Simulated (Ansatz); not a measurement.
**C: an axial (c/a) deformation path**

An exercise on one series of results from a longer session: the logs are not shown, and one member is left open.

Method: DFT PBE+D3(BJ), scalar-relativistic, plane waves, PAW, in Ansatz 0.2.0.

## The structure to begin with

It takes space group P6/mmm (No. 191, hexagonal). Conventional cell: a = 2.456 Å, b = 2.456 Å, c = 8.524 Å, α = 90.00°, β = 90.00°, γ = 120.00°. Around C (site symmetry -6m2) lie 3 C at 1.42 Å.

Structure file:

```
C
1.0
     2.45617    0.00000    0.00000
    -1.22809    2.12711    0.00000
     0.00000    0.00000    8.52380
C
2
Direct
  0.33333 0.66667 0.00000
  0.66667 0.33333 0.00000
```

Source of the structure: the Materials Project (structure only).

The first run:

input.yaml

```yaml
crystal:
  lattice:
    - [2.4561701622, 0.0, 0.0]
    - [-1.2280850811, 2.1271057565, 0.0]
    - [0.0, 0.0, 8.52380336]
  atoms:
    - { symbol: C, position: [0.33333333, 0.66666667, 0.0] }
    - { symbol: C, position: [0.66666667, 0.33333333, 0.0] }
basis:
  ecutwfc: 420
kpoints:
  mp_grid: { grid: [9, 9, 2] }
hamiltonian:
  xc: pbe
  dispersion: d3bj
scf:
  occupations: { method: gaussian, width: 0.1 }
output:
  forces: true
  stress: true
  eigenvalues: true
```

Launch:

```bash
$ ansatz run input.yaml --threads 1 --pin off --max-ram 1228MiB --backend cpu --events-out ev --progress --plain --runs-dir out
```

Steps of the session up to this table: Probe: one point at the start; The reference: the undisturbed cell on the scan's mesh; ρ = 0.850; Point ρ = 1.200; Point ρ = 0.920; Point ρ = 1.100; ρ = 0.960; ρ = 1.050; Point ρ = 0.800; Point ρ = 1.300.

One table of the session follows, with a row left open; its other results are not shown here.

It belongs to the step «The scan collected». 

```
    ρ  ΔE (meV/atom)  pressure (GPa)
0.800          306.1           -19.7
0.850              ?               ?
0.920           37.1            -7.6
0.960            5.3            -3.2
1.000            0.0             1.3
1.050           28.9             7.2
1.100           94.9            13.2
1.200          325.6            24.9
1.300          666.8            36.6
```

Estimate the missing values for ρ = 0.850.

Worked estimate for «ΔE (meV/atom)». A straight line through the neighbours (0.800, 306.1) and (0.920, 37.1) gives 306.1 + (37.1 − 306.1) × (0.850 − 0.800) / (0.920 − 0.800) = 194.0; a parabola fitted to 3 rows on both sides gives 162.4.

As computed: ΔE (meV/atom): 160.8; pressure (GPa): -14.9. In «ΔE (meV/atom)» the line misses by +33.2 and the parabola by +1.6.
